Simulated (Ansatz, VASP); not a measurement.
**GaC127 (Ga_C) in two plane-wave programs**

One calculation is typed for both programs; each brings its own data sets. How far apart do they land? The cell is taken from a series of runs on this material, whose earlier steps may have relaxed, scaled, displaced or heated it; both programs get it as it stands.

Method: plane waves, with VASP 6.6.1 beside it; single point at PBEsol, in Ansatz 0.2.0.

### 1. The starting structure

The cell holds 128 atoms: 127 C and 1 Ga. Cell: a = 10.052 Å, b = 10.052 Å, c = 10.052 Å, α = 60.0°, β = 60.0°, γ = 60.0°. It derives from C (C (Fd-3m)). Nearest the centre at fractional (0.500, 0.500, 0.500): Ga128 at 0.03 Å, C85 at 1.79 Å, C54 at 1.80 Å, C84 at 1.80 Å, C78 at 1.80 Å, C61 at 2.54 Å, C90 at 2.54 Å, C55 at 2.55 Å.

### 2. Ansatz: single point, PBEsol

Ansatz runs on its default PAW (the set named soft_2) files.

With cell and atoms fixed, the geometry can't cause a difference; cores, projectors, grids and the points listed under the comparison can.

Input file input.yaml:

```yaml
crystal:
  checkpoint: "../qp1_M2.relax.run"
  host: checkpoint
basis:
  ecutwfc: 420
  xc_grid: 2
hamiltonian:
  xc: pbesol
kpoints:
  mp_grid: { grid: [2, 2, 2], shift: [0.5, 0.5, 0.5] }
scf:
  occupations: { method: fermi_dirac, width: 0.01 }
  max_iter: 60
output:
  forces: true
  eigenvalues: true
  charged_corrections: { defect_position: [0.5, 0.5, 0.5] }
checkpoint:
  read: "../qp1_M2.relax.run"
  write: "../qp1_M2.point_neutral.run"
  compress: false
  write_wavefunctions: false
  write_every: 100000
magnetization:
  spin_polarized: true
  initial_magnetization: 1
  spin_locking: { lock_magnetization: hard }
```

Command:

```sh
$ ansatz run input.yaml --threads 8 --pin off --max-ram 22609MiB --backend cpu --events-out ev --progress --plain --runs-dir out
```

Numbers of over 12 decimals in the logs are rounded to 6 here.

Output:

```text
checkpoint.read: neither the saved density nor the saved orbitals are used: the state is of another total charge, and does not settle where this run's electrons and spins go. The run starts from its atoms. Which states do: the manual's quickstart, A charge series.
crystal.checkpoint: the structure is that of <dir>, a `relax` run, at its step 8: its result, under pbesol at a charge of 1 e; 128 atoms read, 0 with a starting moment; this deck's charge is 0 e; no density is read with it (checkpoint.read); crystal.structure_sha256 for this input is
Engine: ansatz 0.2.0, aarch64-unknown-linux-gnu
Pseudopotentials: kind: paw
Pseudopotential: C, paw, valence charge 4, recommended cutoff 420 eV (normal), C.paw.azcp
Pseudopotential: Ga, paw, valence charge 13, recommended cutoff 420 eV (normal), Ga.paw.azcp
Functional definition: PBEsol
  exchange = pbesol_x
  correlation = pbesol_c
Crystal: 128 atoms, lattice volume = 718.125 Å³
Basis set: ecut = 420 eV, 14163 PW (Γ), exchange–correlation on 144×144×144 points (8 copies of the dense FFT grid, shifted against one another)
Bands: 389, of which v1, the nominal top of the filled ones, is band 261 counted from 1 (260 counted from 0)
Symmetry: 1 space group operations
Space group: P1 (ITA 1), of the structure as read, at distance tolerance 9.0e-5 Å
Magnetic group: BNS 1.1 (UNI 1), of the structure as read, at distance tolerance 9.0e-5 Å
k-points: 4 of 8 (time reversal used)
Non-local potential: C, projectors of the file, l = 0: 2, l = 1: 2, l = 2: 1
Non-local potential: Ga, projectors of the file, l = 0: 2, l = 1: 2, l = 2: 3, l = 3: 1
PAW form: soft (Blöchl's): semilocal exchange-correlation on the pseudo side does not see the compensation charge
PAW frozen core: C, regenerated for the run's functional, and the local potential with it (the file was generated under x = pbe(κ = 0.804, μ = 0.219515), c = pbe(β = 0.066725))
PAW frozen core: Ga, regenerated for the run's functional, and the local potential with it (the file was generated under x = pbe(κ = 0.804, μ = 0.219515), c = pbe(β = 0.066725))
PAW one-centre angular grid: C, 110 points (default); XC on 64 Gauss nodes
PAW one-centre angular grid: Ga, 590 points (default); XC on 64 Gauss nodes
Initial density: superposition of atomic densities (chi_scale 0.1, normalization cell, long waves kept (reshape's long-wave potential 0.33 eV rms))
Starting moments: Σ|m| = 1 μB on 128 of 128 sites
Initial wavefunctions: pseudopotential atomic-orbital guess
Functional: x = pbesol(κ = 0.804, μ = 0.123457), c = pbesol(β = 0.046)
SCF iter   1: F=—  HF=-35099.276412 eV  |F-HF|=—  |Δ(HF+E_count)|=         —  Δρ=7.16e-2 (↑7.16e-2 ↓7.08e-2)  dr2=1.16e2  dr2_m=4.21e-3  M=1.000 μB ∫|m|=1.001 μB  β_m=0.30  ethr=3.10e-3  ⟨swp⟩=6.0  Hψ=13592  notcnv=0  defer=113
preconditioner: auto → Resta (q_TF=auto, 2.586 Å⁻¹)  ε∞=4.3  [insulator: Δε(μ)=0.117 eV  Ē_g=17.388 eV  σ=0.010 eV  W_gap=0.65  n_scr=180 (ndim 8)  ℏωp=31.6 eV  f_vac=0.000  D(μ)=16.66/eV (n_scr^D=112)  ε∞_Penn≈4.3]
spin=Collinear: Resta preconditioning applied to the charge; magnetization (m = ρ↑ − ρ↓) channel mixes plain (no charge-response kernel on spin).
SCF iter   2: F=—  HF=-35081.250700 eV  |F-HF|=—  |Δ(HF+E_count)|=    1.80e1  Δρ=5.16e-2 (↑5.16e-2 ↓5.09e-2)  dr2=5.86e1  dr2_m=1.46e-2  M=1.000 μB ∫|m|=1.003 μB  β_m=0.65  ethr=3.10e-3  ⟨swp⟩=3.0  Hψ=5732  notcnv=0  defer=964
SCF iter   3: F=—  HF=-35061.364609 eV  |F-HF|=—  |Δ(HF+E_count)|=    1.99e1  Δρ=5.09e-3 (↑5.04e-3 ↓5.09e-3)  dr2=5.76e-1  dr2_m=1.60e-3  M=1.000 μB ∫|m|=1.035 μB  β_m=0.65  ethr=3.10e-3  ⟨swp⟩=5.0  Hψ=7112  notcnv=0  defer=964
SCF iter   4: F=—  HF=-35061.316319 eV  |F-HF|=—  |Δ(HF+E_count)|=   4.83e-2  Δρ=2.65e-3 (↑2.59e-3 ↓2.65e-3)  dr2=8.54e-2  dr2_m=6.94e-4  M=1.000 μB ∫|m|=1.043 μB  β_m=0.64  ethr=1.11e-4  ⟨swp⟩=3.8  Hψ=5507  notcnv=0  defer=958
SCF iter   5: F=—  HF=-35061.331349 eV  |F-HF|=—  |Δ(HF+E_count)|=   1.50e-2  Δρ=1.04e-3 (↑1.02e-3 ↓1.04e-3)  dr2=1.20e-2  dr2_m=1.02e-4  M=1.000 μB ∫|m|=1.043 μB  β_m=0.70  ethr=1.64e-5  ⟨swp⟩=3.5  Hψ=5354  notcnv=0  defer=958
SCF iter   6: F=—  HF=-35061.341413 eV  |F-HF|=—  |Δ(HF+E_count)|=   1.01e-2  Δρ=2.35e-4 (↑2.24e-4 ↓2.35e-4)  dr2=7.87e-4  dr2_m=1.54e-5  M=1.000 μB ∫|m|=1.044 μB  β_m=0.75  ethr=2.30e-6  ⟨swp⟩=2.0  Hψ=4252  notcnv=0  defer=958
SCF iter   7: F=—  HF=-35061.342086 eV  |F-HF|=—  |Δ(HF+E_count)|=   6.73e-4  Δρ=1.28e-4 (↑4.58e-5 ↓1.28e-4)  dr2=3.00e-4  dr2_m=1.93e-5  M=1.000 μB ∫|m|=1.044 μB  β_m=0.64  ethr=1.51e-7  ⟨swp⟩=2.0  Hψ=3992  notcnv=0  defer=958
SCF iter   8: F=—  HF=-35061.342123 eV  |F-HF|=—  |Δ(HF+E_count)|=   3.70e-5  Δρ=2.98e-5 (↑2.42e-5 ↓2.98e-5)  dr2=1.06e-5  dr2_m=5.99e-7  M=1.000 μB ∫|m|=1.044 μB  β_m=0.73  ethr=5.75e-8  ⟨swp⟩=2.4  Hψ=3344  notcnv=0  defer=958
[...]
k-point 2 ↑: bands = [... 257 lower, 12.8899, 13.3506, 13.8101, 13.9074, 17.9982, 18.0313, 18.8026, 18.8948, ... 124 higher]
  k-point 3 ↓: bands = [... 257 lower, 12.9180, 13.5259, 13.8843, 14.1060, 18.0072, 18.0391, 18.8115, 18.9034, ... 124 higher]
```

In the SCF lines HF is the Harris–Foulkes energy and dr2 the Hartree energy of the density residual, in eV; the loop may stop once dr2 is under the threshold and the program's other checks hold. Hψ counts applications of the Hamiltonian.

### 3. VASP: single point, PBEsol

The same cell, functional, mesh and smearing now go to VASP, with its own data sets.

Lines of VASP's logs that name or quote its potential files are left out, and so is its time.

Input file INCAR:

```
SYSTEM = GaC127
PREC = Accurate
ENCUT = 520
EDIFF = 1E-06
NELM = 200
ISMEAR = -1
SIGMA = 0.01
LREAL = Auto
ALGO = Normal
GGA = PS
NBANDS = 352
ISPIN = 2
MAGMOM = 0 0 0 0 0.01 0 0 0 0 0 0 0 0 0 0 0 0.01 0 0 0 0 0.01 0 0.01 0 0 0 0 0 0.01 0 0 0 0 0 0 0 0 0 0 0 0 0 0 0 0 0 0 0 0 0 0 0 0.07 0.01 0 0 0 0 0 0.01 0 0 0 0.01 0 0 0 0 0.01 0 0.01 0 0 0 0 0 0.07 0.01 0 0 0.01 0 0.07 0 0 0 0 0.01 0.01 0 0 0 0 0 0 0 0 0 0 0.01 0 0 0 0 0 0 0.01 0 0 0 0 0.01 0.01 0 0 0 0 0 0 0 0 0 0 0 0 0.01 0.03
LORBIT = 11
LWAVE = .FALSE.
LCHARG = .FALSE.
ISIF = 2
ISYM = 0
NUPDOWN = 1
LASPH = .TRUE.
GGA_COMPAT = .FALSE.
KPAR = 4
```

Input file POSCAR:

```
GaC127
1.0
    0.0000000000      7.1076060000      7.1076060000
    7.1076060000      0.0000000000      7.1076060000
    7.1076060000      7.1076060000      0.0000000000
C Ga
127 1
Direct
    0.0004298469      0.9992726801      0.0000565885
    0.0629137322      0.0617565654      0.0625389264
[... 19 atom lines left out ...]
    0.0593472874      0.5617977023      0.5625862048
[... 1 atom line left out ...]
    0.0596031798      0.5621755696      0.8150171004
[... 5 atom lines left out ...]
    0.0595978859      0.8142345096      0.5629633842
[... 15 atom lines left out ...]
    0.3120848684      0.3109277016      0.5634808809
    0.2500928706      0.2489357039      0.7503180638
    0.3122774617      0.3111202949      0.8130166807
[... 3 atom lines left out ...]
    0.3120839382      0.5626950370      0.3117323953
    0.2452190262      0.5000235340      0.5008081140
    0.2813005530      0.5713144574      0.5720667140
    0.2466671556      0.4997479184      0.7530505589
    0.3130040906      0.5626794886      0.8127339896
[... 2 atom lines left out ...]
    0.2500939872      0.7495347664      0.2497265444
    0.3122776634      0.8122354093      0.3119131576
    0.2466896132      0.7522700866      0.5005174622
    0.3130082427      0.8119683314      0.5634507385
    0.2502722286      0.7496194153      0.7503877304
[... 8 atom lines left out ...]
    0.5633327364      0.0584460130      0.8150171004
[... 3 atom lines left out ...]
    0.5638522038      0.3109267714      0.3117323953
    0.5011807008      0.2440618594      0.5008081140
    0.5724716242      0.2801433862      0.5720667140
    0.5009050852      0.2455099887      0.7530505589
    0.5638366554      0.3118469238      0.8127339896
[... 1 atom line left out ...]
    0.5629576350      0.5618004682      0.0590053072
    0.5011649916      0.5000078248      0.2449405780
    0.5724762629      0.5713190961      0.2809831568
    0.5730514629      0.5718942961      0.5725506966
    0.5021405716      0.5009834048      0.7539911257
    0.5629323308      0.5617751639      0.8159712280
[... 1 atom line left out ...]
    0.5633350089      0.8142320096      0.0592378842
    0.5008980273      0.7522606890      0.2463453043
    0.5638367124      0.8119892219      0.3126206353
    0.5021498470      0.7532511432      0.5017527920
    0.5629333080      0.8152139767      0.5625473384
[... 12 atom lines left out ...]
    0.7506919332      0.2489368204      0.2497265444
    0.8133925761      0.3111204966      0.3119131576
    0.7534272534      0.2455324464      0.5005174622
    0.8131254982      0.3118510759      0.5634507385
    0.7507765821      0.2491150618      0.7503877304
[... 2 atom lines left out ...]
    0.8153891764      0.5621778421      0.0592378842
    0.7534178558      0.4997408605      0.2463453043
    0.8131463887      0.5626795456      0.3126206353
    0.7544083100      0.5009926802      0.5017527920
    0.8163711435      0.5617761412      0.5625473384
[... 4 atom lines left out ...]
    0.7507790770      0.7496219102      0.2498930451
[... 5 atom lines left out ...]
    0.5014582364      0.5003010696      0.5013144460
```

Input file KPOINTS:

```
Points of the shifted mesh
8
Reciprocal
 0.2500000000  0.2500000000  0.2500000000 1
 0.2500000000  0.2500000000  0.7500000000 1
 0.2500000000  0.7500000000  0.2500000000 1
 0.2500000000  0.7500000000  0.7500000000 1
 0.7500000000  0.2500000000  0.2500000000 1
 0.7500000000  0.2500000000  0.7500000000 1
 0.7500000000  0.7500000000  0.2500000000 1
 0.7500000000  0.7500000000  0.7500000000 1
```

The projector-augmented-wave data sets are C and Ga_d (PBE family, release 64).

Command:

```sh
$ mpirun -np 16 vasp_std
```

Output:

```text
[banner, memory and clock lines left out]
running   16 mpi-ranks, on    1 nodes
[...]
|                                                                             |
|           W    W    AA    RRRRR   N    N  II  N    N   GGGG   !!!           |
|           W    W   A  A   R    R  NN   N  II  NN   N  G    G  !!!           |
|           W    W  A    A  R    R  N N  N  II  N N  N  G       !!!           |
|           W WW W  AAAAAA  RRRRR   N  N N  II  N  N N  G  GGG   !            |
|           WW  WW  A    A  R   R   N   NN  II  N   NN  G    G                |
|           W    W  A    A  R    R  N    N  II  N    N   GGGG   !!!           |
|                                                                             |
|     For optimal performance we recommend to set                             |
|       NCORE = 2 up to number-of-cores-per-socket                            |
|     NCORE specifies how many cores store one orbital (NPAR=cpu/NCORE).      |
|     This setting can greatly improve the performance of VASP for DFT.       |
[...]
|                                                                             |
|     You enforced a specific xc type in the INCAR file but a different       |
|     [... a line on the potential file left out ...]
|     I HOPE YOU KNOW WHAT YOU ARE DOING!                                     |
|                                                                             |

 LDA part: xc-table for (Slater+PW92), standard interpolation
 POSCAR, INCAR and KPOINTS ok, starting setup
[...]
entering main loop
       N       E                     dE             d eps       ncg     rms          rms(c)
DAV:   1     0.320481298016E+04    0.32048E+04   -0.25318E+05 11280   0.154E+03
DAV:   2    -0.884901485860E+03   -0.40897E+04   -0.37381E+04 13576   0.375E+02
DAV:   3    -0.124665915640E+04   -0.36176E+03   -0.35407E+03 13968   0.114E+02
DAV:   4    -0.126236271899E+04   -0.15704E+02   -0.15614E+02 15176   0.237E+01
[...]
DAV:  15    -0.121706352671E+04   -0.89927E-05   -0.25410E-05 15040   0.987E-03    0.116E-02
DAV:  16    -0.121706352560E+04    0.11094E-05   -0.70734E-06 13152   0.559E-03    0.302E-03
DAV:  17    -0.121706352530E+04    0.30434E-06   -0.98441E-07  8112   0.203E-03
   1 F= -.12170635E+04 E0= -.12170611E+04  d E =-.477190E-02  mag=     1.0000
```

From OUTCAR (step 3):

```text
 magnetization (x)
# of ion       s       p       d       tot
------------------------------------------
    1       -0.000   0.000   0.000   0.000
    2        0.000   0.001   0.000   0.001
    3       -0.000   0.000   0.000   0.000
    4       -0.000   0.000   0.000   0.000
    5        0.000   0.009   0.000   0.009
    6       -0.000   0.000   0.000   0.000
[...]
126       -0.000   0.001   0.000   0.001
  127        0.000   0.006   0.000   0.007
  128       -0.002   0.118   0.032   0.149
--------------------------------------------------
tot          0.021   0.758   0.032   0.810
```

The run ends at a pressure of 7.71 GPa, with forces up to 0.85 eV/Å.

### 4. Comparison

Known differences besides the potentials themselves: VASP starts from the moments at which Ansatz ended; the cutoff is 420 eV in Ansatz and 520 eV in VASP (PREC = Accurate, projectors in real space); Ansatz makes its cores anew for this functional, VASP keeps those of its PBE data sets; site moments are counted in spheres of each program's own size. Total energies have different zeros and are not compared.

Both answers:

```csv
quantity,Ansatz,VASP,difference
"total moment, fixed by the input (μB)",1.00,1.00,0.00
moment on Ga128 (μB),0.03,0.15,-0.12
moment on C84 (μB),0.07,0.09,-0.02
moment on C54 (μB),0.07,0.09,-0.02
moment on C78 (μB),0.07,0.09,-0.02
```

Forces on 8 of the 128 atoms, those with the largest forces and the largest differences (eV/Å; atoms numbered as in POSCAR):

```csv
atom,"Ansatz x, y, z","VASP x, y, z"
C54,"-0.126, 0.550, 0.552","-0.155, 0.595, 0.593"
C61,"0.130, -0.188, -0.427","0.131, -0.187, -0.406"
C78,"0.554, -0.116, 0.551","0.592, -0.153, 0.591"
C84,"0.550, 0.546, -0.137","0.588, 0.590, -0.171"
C85,"0.013, 0.025, -0.001","-0.032, -0.029, -0.051"
C90,"-0.419, -0.186, 0.126","-0.399, -0.188, 0.127"
C108,"-0.188, 0.126, -0.423","-0.193, 0.135, -0.406"
Ga128,"-0.343, -0.342, -0.314","-0.333, -0.331, -0.303"
```

The forces differ by 9.3 meV/Å r.m.s., which is 7.3 % of the r.m.s. force of 0.129 eV/Å (both taken over all components).

### 5. Results

- r.m.s. force difference (single point, PBEsol): 9.3 meV/Å

In words: The r.m.s. force difference is 9.3 meV/Å (single point, PBEsol), within the 12 meV/Å picked in this series as the mark of a large difference. Such differences can come from data sets, numerical settings and the points named under the comparisons, not from the functional's error against experiment.

[Lines on the potential files, build, host, timing and source positions are cut from VASP's logs without a mark.]

[Logs are printed without paths, hosts, clocks, repeated set-up lines and the standing remarks that a program may print on its own settings, such as how far it seeks lower states.]

[Hosts, paths, dates, database ids (printed as entryN), source tags and the programs' standing remarks are cut or masked in the printed files.]
